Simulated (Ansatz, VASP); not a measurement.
# KCl: VASP beside Ansatz

Contents of INCAR:

```
SYSTEM = KCl
PREC     = Accurate       ! precision mode
ENCUT    = 520            ! plane-wave cutoff, eV
EDIFF    = 1E-6           ! SCF threshold, eV
ISMEAR   = 0              ! smearing method
SIGMA    = 0.05           ! smearing width, eV
LREAL    = .FALSE.        ! projectors in reciprocal space
LASPH    = .TRUE.         ! aspherical terms in the spheres
NELM     = 60             ! most SCF steps
ALGO     = Fast           ! electronic algorithm
ISIF     = 2              ! what is computed and relaxed
LWAVE    = .FALSE.        ! write WAVECAR
LCHARG   = .TRUE.         ! write CHGCAR
GGA      = PS             ! functional
LELF     = .TRUE.         ! ELF
LVHAR    = .TRUE.       
NBANDS   = 15             ! bands
```

The input KPOINTS:

```
Automatic mesh
0
G
  4 4 4
  0 0 0
```

Contents of POSCAR:

```
KCl
1.0
    3.8676694533      0.0000000000      0.0000000000
    0.0000000000      3.8676694533      0.0000000000
    0.0000000000      0.0000000000      3.8676694533
K Cl
1 1
Direct
    0.0000000000      0.0000000000      0.0000000000
    0.5000000000      0.5000000000      0.5000000000
```

Input for Ansatz:

```yaml
crystal:
  lattice:
    - [3.8676694533, 0.0, 0.0]
    - [0.0, 3.8676694533, 0.0]
    - [0.0, 0.0, 3.8676694533]
  atoms:
    - { symbol: K, position: [0.0, 0.0, 0.0] }
    - { symbol: Cl, position: [0.5, 0.5, 0.5] }
basis:
  ecutwfc: 420
kpoints:
  mp_grid: { grid: [4, 4, 4] }
hamiltonian:
  xc: pbesol
scf:
  occupations: { method: gaussian, width: 0.05 }
output:
  forces: true
  stress: true
  eigenvalues: true
```

Measurements of this composition are mostly on another form, of space group No. 225.

Alike in both runs: task single point; functional PBEsol; k mesh 4 × 4 × 4; occupations gaussian, width 0.05 eV; no spin polarisation.

|  | VASP | Ansatz |
| --- | --- | --- |
| version | VASP 6.6.1 | Ansatz 0.2.0 |
| potentials or method | VASP PAW PBE potentials, release 64 (K_sv, Cl) | scalar-relativistic, plane waves, PAW |
| plane-wave cutoff (eV) | 520 | 420 |
| valence electrons in the cell | 16 | 16 |

|  | VASP | Ansatz | Ansatz less VASP |
| --- | --- | --- | --- |
| gap on the k mesh at the Fermi level (eV) | 4.53 | 4.53 | +0.003 |
| least direct gap on the mesh (eV) | 4.74 | 4.74 | +0.002 |
| pressure (GPa) | -1.7 | -1.7 | -0.02 |

Caveats: the PAW data sets were made with another functional, which shifts forces and pressure a little (VASP). A k mesh can miss the band edges.
